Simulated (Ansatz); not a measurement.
Ansatz input

```yaml
crystal:
  lattice:
    - [2.9805999685, 0.0, 0.0]
    - [0.0, 2.9805999685, 0.0]
    - [0.0, 0.0, 2.9805999685]
  atoms:
    - { symbol: Zr, position: [0.0, 0.0, 0.0] }
hamiltonian:
  xc: rpbe
  pseudopotentials:
    kind: paw
    azcp:
      Zr: "pseudopotentials/Zr.paw.azcp"
basis:
  ecutwfc: 420
  fft_grid_basis: typed
kpoints:
  mp_grid: { grid: [12, 12, 12], shift: [0, 0, 0] }
magnetization:
  spin_polarized: false
scf:
  occupations: { method: fermi_dirac, width: 0.1 }
  lower_state_search: "off"
output:
  stress: true
  write_density: true
  write_potential: true
  elf: true
  volumetric_format: npy
```

Output

```
Engine: ansatz 0.2.0, aarch64-unknown-linux-gnu
Pseudopotentials: kind: paw
Pseudopotential: Zr, paw, valence charge 12, recommended cutoff 420 eV (normal) 
Functional definition: RPBE
  parameter kappa = 0.804
  parameter beta = 0.06672455060314922
  exchange = rpbe_x(kappa = kappa, mu = beta*pi^2/3)
  correlation = pbe_c(beta = beta)
Crystal: 1 atoms, lattice volume = 26.480 Å³
Basis set: ecut = 420 eV, 485 PW (Γ)
Bands: 10, of which v1, the nominal top of the filled ones, is band 6 counted from 1 (5 counted from 0)
Symmetry: 48 space group operations
Space group: Pm-3m (ITA 221), of the structure as read, at distance tolerance 3.0e-5 Å
k-points: 84 of 1728
Non-local potential: Zr, projectors of the file, l = 0: 3, l = 1: 2, l = 2: 2, l = 3: 2
PAW form: soft (Blöchl's): semilocal exchange-correlation on the pseudo side does not see the compensation charge
PAW frozen core: Zr, regenerated for the run's functional, and the local potential with it (the file was generated under x = pbe(κ = 0.804, μ = 0.2195149727645171), c = pbe(β = 0.06672455060314922))
PAW one-centre angular grid: Zr, 590 points (default); XC on 64 Gauss nodes
Initial density: superposition of atomic densities (neutral atoms: chi_scale 0, normalization atom), corrected by the library's trained network
Initial wavefunctions: pseudopotential atomic-orbital guess
Functional: x = rpbe, c = pbe(β = 0.06672455060314922)
SCF iter   1: F=—  HF=-4189.797442 eV  |F-HF|=—  |Δ(HF+E_count)|=         —  Δρ=3.64e-3  dr2=4.44e-3  ethr=1.77e-3  ⟨swp⟩=5.0  Hψ=4704  notcnv=0
SCF iter   2: F=—  HF=-4189.796276 eV  |F-HF|=—  |Δ(HF+E_count)|=   1.17e-3  Δρ=2.04e-3  dr2=1.38e-3  ethr=3.70e-5  ⟨swp⟩=1.0  Hψ=1512  notcnv=0
SCF iter   3: F=—  HF=-4189.796173 eV  |F-HF|=—  |Δ(HF+E_count)|=   1.03e-4  Δρ=2.25e-4  dr2=7.50e-6  ethr=1.15e-5  ⟨swp⟩=2.1  Hψ=1081  notcnv=0
SCF iter   4: F=—  HF=-4189.796179 eV  |F-HF|=—  |Δ(HF+E_count)|=   5.60e-6  Δρ=5.22e-5  dr2=2.98e-7  ethr=6.25e-8  ⟨swp⟩=2.7  Hψ=1413  notcnv=0
iter 5 did not close the SCF: its close was put off for the readings that it lacked (scf_convergence_deferred on its scf_iter line)
SCF iter   5: F=-4189.796179 eV  HF=-4189.796179 eV  |F-HF|=3.05e-10  |Δ(HF+E_count)|=   8.53e-8  Δρ=1.24e-5  dr2=1.86e-8  ethr=2.48e-9  ⟨swp⟩=2.0  Hψ=1369  notcnv=0
SCF iter   6: F=-4189.796179 eV  HF=-4189.796179 eV  |F-HF|=1.14e-10  |Δ(HF+E_count)|=   1.94e-9  Δρ=7.85e-7  dr2=1.87e-10  ethr=1.55e-10  ⟨swp⟩=4.7  Hψ=4072  notcnv=0
SCF 1 converged in 6 iterations: F = -4189.796179 eV  dr2 = 1.87e-10
SCF converged after 6 iterations
Free energy (F): -4189.796179 eV
Harris-Foulkes:  -4189.796179 eV  (|F-HF|=1.14e-10)
Internal energy: -4189.723421 eV  (E = F + TS)
E sigma→0 (E₀):  -4189.759800 eV
Entropy (-TS):   -0.072758 eV (-72.758 meV/atom)
Fermi energy:    11.814348 eV
--- Per-component energies (eV) ---
  E_band       = -120.836202
  E_kinetic    = 331.844826
  E_local      = -723.640261  (includes V_loc(G=0)·N_el)
  E_nonlocal   = 81.142177
  E_hartree    = 229.742962
  E_xc         = -160.800439
  E_vxc        = -189.417006  (∫ρ·V_xc dr)
  E_paw        = -2961.007073  (= ΣΔE_a)
  E_vpaw       = -80.251493  (= ΣTr[D̂ρ^β])
  E_aug_tail   = 0.000025  (compensation charges beyond the density's cutoff)
  E_ewald      = -986.928013
  E_core_change = -0.077627  (= ΣΔE_core)
  E_smearing   = -0.072758  (= −TS)
  E_closure    = -0.000000  (closes the sum)
  Σ components = -4189.796179   (vs F -4189.796179, Δ=0.00e0)
--- Stress (GPa, compression-positive) ---
       -1.974036      -0.000000       0.000000
       -0.000000      -1.974036       0.000000
        0.000000       0.000000      -1.974036
  P = ⅓ Tr σ = -1.9740 GPa (-19.740 kbar)
--- Band table (eV; the first three rows and the last of 84) ---
  k-point 0: bands = ["-36.9404", "-14.4811", "-14.4811", "-14.4811", "6.9092", "10.2996", "10.2996", "16.9569", "16.9569", "16.9569"]
  k-point 1: bands = ["-36.9332", "-14.5508", "-14.4753", "-14.4753", "7.0711", "10.3452", "10.4604", "16.6887", "16.6887", "16.9750"]
  k-point 2: bands = ["-36.9135", "-14.7376", "-14.4592", "-14.4592", "7.5165", "10.4736", "10.9135", "16.0577", "16.0577", "17.0248"]
  k-point 83: bands = ["-36.6234", "-15.1904", "-15.1904", "-15.1904", "10.5177", "10.5177", "10.5177", "18.3328", "18.8680", "18.8680"]
```
